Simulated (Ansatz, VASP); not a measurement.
**BeTe: VASP beside Ansatz**

```
CELL_PARAMETERS angstrom
0.00000 2.77000 2.77000
2.77000 0.00000 2.77000
2.77000 2.77000 0.00000
ATOMIC_POSITIONS crystal
Te 0.75000 0.75000 0.75000
Be 0.00000 0.00000 0.00000
```

Alike in both runs: task relaxation of cell and atoms; functional BLYP; dispersion D3(BJ); k mesh 8 × 8 × 8; occupations fermi-dirac, width 0.05 eV; no spin polarisation.

```csv
,VASP,Ansatz
version,VASP 6.6.1,Ansatz 0.2.0
potentials or method,"VASP PAW PBE potentials, release 64 (Te, Be)",Ansatz PAW
plane-wave cutoff (eV),600,420
valence electrons in the cell,8,18
```

VASP gave:

```
relaxed volume (Å³/atom)                                     : 21.56
relaxed cell length with the largest relative difference (Å) : 3.936
```

**Question.** What did Ansatz give for the same quantities?

**Answer.** Relaxed volume (Å³/atom): 21.46; relaxed cell length with the largest relative difference (Å): 3.930.

The two sets of potentials don't hold the same shells in valence.

Caveats: the PAW data sets were made with another functional, which shifts forces and pressure a little (VASP); the plane-wave basis is chosen anew once the cell has moved, so the energies of steps on either side of that aren't comparable (Ansatz); the PAW data sets come from PBE, with cores solved anew for the run's functional, which leaves a small shift of forces and pressure (Ansatz). Zero-point motion and thermal expansion aren't in these numbers. A k mesh can miss the band edges.
